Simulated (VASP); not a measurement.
Ce: single point with LDA

Ce:

```
Ce
1.0
     0.00000    2.26493    2.26493
     2.26493    0.00000    2.26493
     2.26493    2.26493    0.00000
Ce
1
Direct
  0.00000 0.00000 0.00000
```

```
Program             : VASP 6.6.1
Task                : single point
Functional          : LDA
Potentials or basis : VASP PAW LDA potentials, release 64 (Ce)
Cutoff              : 520 eV
k mesh              : 12 × 12 × 12
Occupations         : methfessel-paxton, width 0.6 eV
Spin                : no spin polarisation
```

| Item | Value |
| --- | --- |
| Pressure | -2.0 GPa |
| Band gap on the k mesh | none (metal or under the smearing width) |

Levels at points of the mesh, in eV from the Fermi level:
| k point | band 3 | band 4 | band 5 | band 6 | band 7 | band 8 | band 9 | band 10 |
| --- | --- | --- | --- | --- | --- | --- | --- | --- |
| (0.00, 0.00, 0.00) | -15.30 | -15.30 | -2.40 | -0.36 | 0.39 | 0.39 | 0.39 | 1.31 |
| (0.50, 0.00, 0.00) | -15.81 | -15.81 | -2.23 | -0.27 | 0.47 | 0.47 | 0.90 | 1.13 |
| (0.50, 0.50, 0.00) | -16.75 | -16.75 | -3.39 | -2.74 | 0.52 | 0.69 | 0.69 | 0.82 |

Wall time 16 s on 1 thread of AMD EPYC 9R45 (Zen 5) (shared host), peak memory 0.12 GiB.

Spin-orbit coupling is left out, which matters for the levels of Ce. Spin polarisation is off, so any magnetic state and its effect on volume and gap are missing.
